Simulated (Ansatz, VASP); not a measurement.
# Re2C: VASP beside Ansatz, part 2 of 2

Wanted: the spread between two codes on one cell, functional and k mesh.

VASP 6.6.1 and Ansatz 0.2.0.

So far: The structure; VASP: relaxation of cell and atoms, r2SCAN with D4.

## 3. Ansatz: relaxation of cell and atoms, r2SCAN with D4

Level of this step: Ansatz beside VASP: Kohn-Sham DFT, plane waves, r2SCAN with D4 (Ansatz).

Ansatz runs on its default PAW (the set named soft_2) files.

The same cell, functional, mesh and smearing now go to Ansatz, which takes its cutoff from its data sets.

Input file input.yaml:

```yaml
crystal:
  lattice:
    - [2.8557741595, 0.0, 0.0]
    - [-1.4278870797, 2.4731729696, 0.0]
    - [0.0, 0.0, 9.86285972]
  atoms:
    - { symbol: Re, position: [0.33333333, 0.66666667, 0.60834981] }
    - { symbol: Re, position: [0.66666667, 0.33333333, 0.10834981] }
    - { symbol: Re, position: [0.66666667, 0.33333333, 0.39165019] }
    - { symbol: Re, position: [0.33333333, 0.66666667, 0.89165019] }
    - { symbol: C, position: [0.33333333, 0.66666667, 0.25] }
    - { symbol: C, position: [0.66666667, 0.33333333, 0.75] }
hamiltonian:
  xc: r2scan
  pseudopotentials: { kind: paw }
  dispersion: d4
kpoints:
  mp_grid: { grid: [9, 9, 3] }
scf:
  occupations: { method: fermi_dirac, width: 0.05 }
relax:
  f_tol: 0.01
  max_steps: 60
  cell: { stress_tol: 0.05 }
output:
  forces: true
  stress: true
```

Run with:

```sh
$ ansatz run input.yaml --threads 4 --pin off --max-ram 9216MiB --backend cpu --events-out ev --progress --plain --runs-dir out
```

Numbers of over 12 decimals in the logs are rounded to 6 here.

The log of the run:

```text
Engine: ansatz 0.2.0, aarch64-unknown-linux-gnu
Pseudopotentials: kind: paw
Pseudopotential: Re, paw, valence charge 15, recommended cutoff 500 eV (meta_gga), Re.paw.azcp
Pseudopotential: C, paw, valence charge 4, recommended cutoff 500 eV (meta_gga), C.paw.azcp
Functional definition: r2SCAN
  parameter k0 = 0.174
  parameter k1 = 0.065
  parameter a1 = 4.9479
  exchange = r2scan_x(k0 = k0, k1 = k1, a1 = a1)
  correlation = r2scan_c
Crystal: 6 atoms, lattice volume = 69.660 Å³
Basis set: ecut = 500 eV, 1751 PW (Γ), exchange–correlation on 96×96×288 points (64 copies of the dense FFT grid, shifted against one another)
Bands: 41, of which v1, the nominal top of the filled ones, is band 34 counted from 1 (33 counted from 0)
Symmetry: 24 space group operations
Space group: P63/mmc (ITA 194), of the structure as read, at distance tolerance 4.1e-5 Å
k-points: 24 of 243
Non-local potential: Re, projectors of the file, l = 0: 3, l = 1: 2, l = 2: 2, l = 3: 1
Non-local potential: C, projectors of the file, l = 0: 2, l = 1: 2, l = 2: 1
PAW form: soft (Blöchl's): semilocal exchange-correlation on the pseudo side does not see the compensation charge
PAW frozen core: Re, regenerated for the run's functional (the file was generated under x = pbe(κ = 0.804, μ = 0.219515), c = pbe(β = 0.066725))
PAW frozen core: C, regenerated for the run's functional (the file was generated under x = pbe(κ = 0.804, μ = 0.219515), c = pbe(β = 0.066725))
PAW one-centre angular grid: Re, 590 points (default); XC on 160 Gauss nodes
PAW one-centre angular grid: C, 302 points (default); XC on 239 of its mesh's 2573 points in the sphere
Initial density: superposition of atomic densities (neutral atoms: chi_scale 0, normalization atom), corrected by the library's trained network
Initial wavefunctions: pseudopotential atomic-orbital guess
Functional: x = r2scan, c = r2scan; τ floored in thin density (d = 2e-4 eV/Å³)
SCF iter   1: F=—  HF=-44027.999821 eV  |F-HF|=—  |Δ(HF+E_count)|=         —  Δρ=1.61e-2  dr2=2.05e-1  dr2_τ=5.72e-1  ethr=1.77e-3  ⟨swp⟩=6.0  Hψ=3608  notcnv=0
preconditioner: auto → Kerker (q_TF=auto, 2.717 Å⁻¹)  [metal: Δε(μ)=0.051 eV  Ē_g=7.636 eV  σ=0.050 eV  W_gap=0.25  n_scr=26 (ndim 8)  ℏωp=26.7 eV  f_vac=0.000  D(μ)=2.53/eV (n_scr^D=14)]
SCF iter   2: F=—  HF=-44028.151424 eV  |F-HF|=—  |Δ(HF+E_count)|=   1.52e-1  Δρ=7.71e-3  dr2=2.75e-2  dr2_τ=4.80e-3  ethr=3.02e-4  ⟨swp⟩=2.0  Hψ=1737  notcnv=0  defer=17
SCF iter   3: F=—  HF=-44028.163060 eV  |F-HF|=—  |Δ(HF+E_count)|=   1.16e-2  Δρ=3.16e-3  dr2=4.69e-3  dr2_τ=3.87e-4  ethr=4.05e-5  ⟨swp⟩=2.0  Hψ=1328  notcnv=0  defer=17
SCF iter   4: F=—  HF=-44028.165396 eV  |F-HF|=—  |Δ(HF+E_count)|=   2.34e-3  Δρ=4.13e-4  dr2=1.42e-4  dr2_τ=9.68e-6  ethr=6.89e-6  ⟨swp⟩=2.0  Hψ=1400  notcnv=0  defer=17
SCF iter   5: F=—  HF=-44028.165423 eV  |F-HF|=—  |Δ(HF+E_count)|=   2.73e-5  Δρ=1.24e-4  dr2=1.45e-5  dr2_τ=1.32e-6  ethr=2.08e-7  ⟨swp⟩=2.3  Hψ=1524  notcnv=0  defer=17
SCF iter   6: F=—  HF=-44028.165420 eV  |F-HF|=—  |Δ(HF+E_count)|=   3.24e-6  Δρ=2.52e-5  dr2=2.90e-7  dr2_τ=2.37e-8  ethr=2.14e-8  ⟨swp⟩=2.0  Hψ=1398  notcnv=0  defer=17
SCF iter   7: F=-44028.165420 eV  HF=-44028.165420 eV  |F-HF|=4.39e-9  |Δ(HF+E_count)|=   2.09e-7  Δρ=4.58e-6  dr2=8.77e-9  dr2_τ=2.12e-9  ethr=1.47e-10  ⟨swp⟩=4.7  Hψ=3422  notcnv=0
SCF 1 converged in 7 iterations: F = -44028.165420 eV  dr2 = 8.77e-9
  greatest PAW one-centre occupation: 1.000 electrons in one spin orbital (limit 2), on the Re atom at site 3 (counted from 0), in its partial waves of l = 0
relax step   1: F+E_penalty+E_count = -44028.16541987 eV  Δ(F+E_penalty+E_count) = +0.000e0 eV  max|allowed force component| = 4.391e-3 eV/Å  Δτ_max = 0.0000 Å  P = -5.407 GPa  Ω = 69.660 Å³  (7 SCF iters, dr2 threshold 1.00e-7 eV, accepted)
[...]
relax step   2: F+E_penalty+E_count = -44028.12860166 eV  Δ(F+E_penalty+E_count) = +3.682e-2 eV  max|allowed force component| = 6.579e-1 eV/Å  Δτ_max = 0.0120 Å  P = +8.291 GPa  Ω = 67.419 Å³  energy of the carried Pulay correction = +6.553e-4 eV  (6 SCF iters, dr2 threshold 6.00e-7 eV, rejected (line search))
[...]
relax step   3: F+E_penalty+E_count = -44028.18108082 eV  Δ(F+E_penalty+E_count) = -1.566e-2 eV  max|allowed force component| = 5.386e-2 eV/Å  Δτ_max = 0.0013 Å  P = -0.414 GPa  Ω = 68.817 Å³  energy of the carried Pulay correction = +2.425e-4 eV  (9 SCF iters, accepted)
[...]
relax step   4: F+E_penalty+E_count = -44028.18128341 eV  Δ(F+E_penalty+E_count) = -2.026e-4 eV  max|allowed force component| = 1.216e-2 eV/Å  Δτ_max = 0.0007 Å  P = -0.004 GPa  Ω = 68.752 Å³  energy of the carried Pulay correction = +2.613e-4 eV  (4 SCF iters, dr2 threshold 4.77e-7 eV, accepted)
[...]
relax step   5: F+E_penalty+E_count = -44028.18128902 eV  Δ(F+E_penalty+E_count) = -5.608e-6 eV  max|allowed force component| = 2.786e-4 eV/Å  Δτ_max = 0.0002 Å  P = -0.001 GPa  Ω = 68.752 Å³  energy of the carried Pulay correction = +2.613e-4 eV  (5 SCF iters, dr2 threshold 9.24e-9 eV, accepted)
[...]
relax step   6: F+E_penalty+E_count = -44028.18104040 eV  Δ(F+E_penalty+E_count) = +2.486e-4 eV  max|allowed force component| = 2.249e-4 eV/Å  Δτ_max = 0.0000 Å  P = -0.003 GPa  Ω = 68.752 Å³  stress off target by 4.75e-3 GPa  SCF on the basis re-selected at this cell (its energy is not comparable with the rows above)  (4 SCF iters)
basis re-selected at this cell: Δ(F+E_penalty+E_count) = +2.486e-4 eV, ΔP = -0.002 GPa vs the last step (what re-selecting the basis moved, of the pressure what is left beyond the Pulay correction that the steps carried, after the strain that the cell walked since its last selection, with what the two solves' SCF thresholds leave and, on support functions, any second-order correction that the steps lacked; it is no m [...]
SCF converged after 4 iterations
Free energy (F): -44028.181040 eV
Harris-Foulkes:  -44028.181040 eV  (|F-HF|=5.82e-11)
Internal energy: -44028.161484 eV  (E = F + TS)
E sigma→0 (E₀):  -44028.171262 eV
Entropy (-TS):   -0.019556 eV (-3.259 meV/atom)
Fermi energy:    23.176768 eV
--- Per-component energies (eV) ---
  E_band       = -321.004058
  E_kinetic    = 2351.050192
  E_local      = -3245.187338  (includes V_loc(G=0)·N_el)
  E_nonlocal   = 245.761830
  E_hartree    = 1162.730579
  E_xc         = -1645.994430
  E_vxc        = -1497.774169  (∫ρ·V_xc dr)
  E_paw        = -34956.292116  (= ΣΔE_a)
  E_vpaw       = -577.988681  (= ΣTr[D̂ρ^β])
  E_aug_tail   = -0.000131  (compensation charges beyond the density's cutoff)
  E_vtau       = 77.672980  (kinetic-family band-sum trace: ∫τ·v_τ [+ j·A + Jᵃ·Aᵃ] dr)
  E_ewald      = -7937.216248
  E_disp       = -1.080792  (pairwise vdW)
  E_core_change = -1.933030  (= ΣΔE_core)
  E_smearing   = -0.019556  (= −TS)
  E_closure    = -0.000000  (closes the sum)
  Σ components = -44028.181040   (vs F -44028.181040, Δ=0.00e0)
--- Forces (eV/Å), atoms counted from 1 ---
  atom   1  Re     0.00000000    -0.00000000     0.00022486
  atom   2  Re    -0.00000000     0.00000000     0.00022486
  atom   3  Re    -0.00000000     0.00000000    -0.00022486
  atom   4  Re     0.00000000    -0.00000000    -0.00022486
  atom   5  C     -0.00000000     0.00000000    -0.00000000
  atom   6  C      0.00000000    -0.00000000     0.00000000
  max |Σ_I F_I| component: 3.01e-17 eV/Å
--- Stress (GPa, compression-positive) ---
       -0.002575       0.000000      -0.000000
        0.000000      -0.002575       0.000000
       -0.000000       0.000000      -0.004755
  P = ⅓ Tr σ = -0.0033 GPa (-0.033 kbar)
--- Relaxed structure (5 steps of the walk, 4 accepted, 1 SCFs on fresh bases) ---
  F+E_penalty+E_count = -44028.18104040 eV   max|allowed force component| = 2.249e-4 eV/Å   (the final SCF, on the basis selected at the relaxed cell)
  cell:  # Å, volume = 68.7523 Å³
    - [2.841452, -2.8722592978352408e-11, 0]
    - [-1.420726, 2.460769, 0]
    - [0, 0, 9.832772]
  atoms:
    - { symbol: Re, position: [0.333333, 0.666667, 0.608311] }
    - { symbol: Re, position: [0.666667, 0.333333, 0.108311] }
    - { symbol: Re, position: [0.666667, 0.333333, 0.391689] }
    - { symbol: Re, position: [0.333333, 0.666667, 0.891689] }
    - { symbol: C, position: [0.333333, 0.666667, 0.250000] }
    - { symbol: C, position: [0.666667, 0.333333, 0.750000] }
```

Run time: 25 s. Hardware: 4 threads of Arm Neoverse N1, shared host; peak memory 0.59 GiB; 91 s of CPU time.

## 4. Comparison

Known differences besides the potentials themselves: VASP keeps PBE cores, Ansatz makes them for the functional; both relaxations stop at a tolerance, which leaves soft axes loose, and VASP keeps its plane-wave basis; the data sets hold 68 valence electrons in Ansatz (default PAW (the set named soft_2) files) and 36 in VASP; the cutoff is 500 eV in Ansatz and 560 eV in VASP; Ansatz adds a Pulay correction to the stress that steers its cell, VASP none. Total energies have different zeros and are not compared.

The two programs side by side:

| quantity | Ansatz | VASP | difference |
| --- | --- | --- | --- |
| volume (Å³) | 68.75 | 69.06 | -0.44 % |
| edge a after relaxation, in the typed setting (Å) | 2.841 | 2.846 | -0.15 % |
| edge c after relaxation, in the typed setting (Å) | 9.833 | 9.846 | -0.13 % |

The walks stopped with 0.00 GPa left in Ansatz and 0.00 GPa in VASP; each walk ends within a tolerance, so the volume difference is uncertain by about these residues over the bulk modulus, most in soft cells.

## 5. What came out

```json
{
  "difference in volume (relaxation of cell and atoms, r2SCAN with D4)": "-0.44 %"
}
```

**Reading.** The difference in volume is -0.44 % (relaxation of cell and atoms, r2SCAN with D4), within the 1.2 % picked in this series as the mark of a large difference, as far as the stopping tolerances let one tell. How closely two codes agree says nothing of how well the functional describes the real material.

[Lines on the potential files, build, host, timing and source positions are cut from VASP's logs without a mark.]

[Logs are printed without paths, hosts, clocks, repeated set-up lines and the standing remarks that a program may print on its own settings, such as how far it seeks lower states.]

[Hosts, paths, dates, database ids (printed as entryN), source tags and the programs' standing remarks are cut or masked in the printed files.]
